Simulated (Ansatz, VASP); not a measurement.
## Two plane-wave programs on CdS

INCAR

```
SYSTEM = CdS
PREC = Accurate
ENCUT = 520
EDIFF = 1E-7
ISMEAR = 0
SIGMA = 0.01
LREAL = .False.
LASPH = .True.
NELM = 100
ALGO = Normal
ISIF = 2
LWAVE = .False.
LCHARG = .True.
GGA = PS
LELF = .True.
LVHAR = .True.
NBANDS = 26
```

File KPOINTS:

```
regular mesh
0
Gamma
  9 9 4
  0 0 0
```

Contents of POSCAR:

```
CdS
1.0
    4.1370000000      0.0000000000      0.0000000000
   -2.0685000000      3.5827470955      0.0000000000
    0.0000000000      0.0000000000      6.7160000000
Cd S
2 2
Direct
    0.3333333333      0.6666666667     -0.0184664712
    0.6666666667      0.3333333333      0.4815335288
    0.3333333333      0.6666666667      0.3954664712
    0.6666666667      0.3333333333      0.8954664712
```

Input for Ansatz:

```yaml
crystal:
  lattice:
    - [4.137, 0.0, 0.0]
    - [-2.0685, 3.5827470955, 0.0]
    - [0.0, 0.0, 6.716]
  atoms:
    - { symbol: Cd, position: [0.3333333333, 0.6666666667, -0.0184664712] }
    - { symbol: Cd, position: [0.6666666667, 0.3333333333, 0.4815335288] }
    - { symbol: S, position: [0.3333333333, 0.6666666667, 0.3954664712] }
    - { symbol: S, position: [0.6666666667, 0.3333333333, 0.8954664712] }
basis:
  ecutwfc: 420
  xc_grid: 2
kpoints:
  mp_grid: { grid: [9, 9, 4] }
hamiltonian:
  xc: pbesol
  pseudopotentials: { kind: paw, azcp: { folder: soft_1 } }
scf:
  occupations: { method: fixed }
output:
  forces: true
  stress: true
  eigenvalues: true
  polarization: {}
```

Change from the starting cell: polar distortion scaled by 0.70.

Alike in both runs: task single point; functional PBEsol; k mesh 9 × 9 × 4; no spin polarisation.

|  | VASP | Ansatz |
| --- | --- | --- |
| version | VASP 6.6.1 | Ansatz 0.2.0 |
| potentials or method | VASP PAW PBE potentials, release 64 (Cd, S) | scalar-relativistic, plane waves, PAW |
| plane-wave cutoff (eV) | 520 | 420 |
| occupations | gaussian, width 0.01 eV | fixed |
| valence electrons in the cell | 36 | 52 |

|  | VASP | Ansatz | Ansatz less VASP |
| --- | --- | --- | --- |
| gap on the k mesh at the Fermi level (eV) | 1.20 | 1.19 | -0.007 |
| least direct gap on the mesh (eV) | 1.20 | 1.19 | -0.007 |
| pressure (GPa) | 1.0 | 0.6 | -0.41 |
| largest component of the traceless stress (GPa) | 3.99 | 3.80 | -0.191 |
| rms of the force components (eV/Å) | 0.374 | 0.363 | -0.0115 |

Atom by atom the forces differ by 0.012 eV/Å (rms over components). The two sets of potentials don't hold the same shells in valence. Ansatz warned: «pseudo_functional_mismatch».

Caveats: the PAW data sets were made with another functional, which shifts forces and pressure a little (VASP).
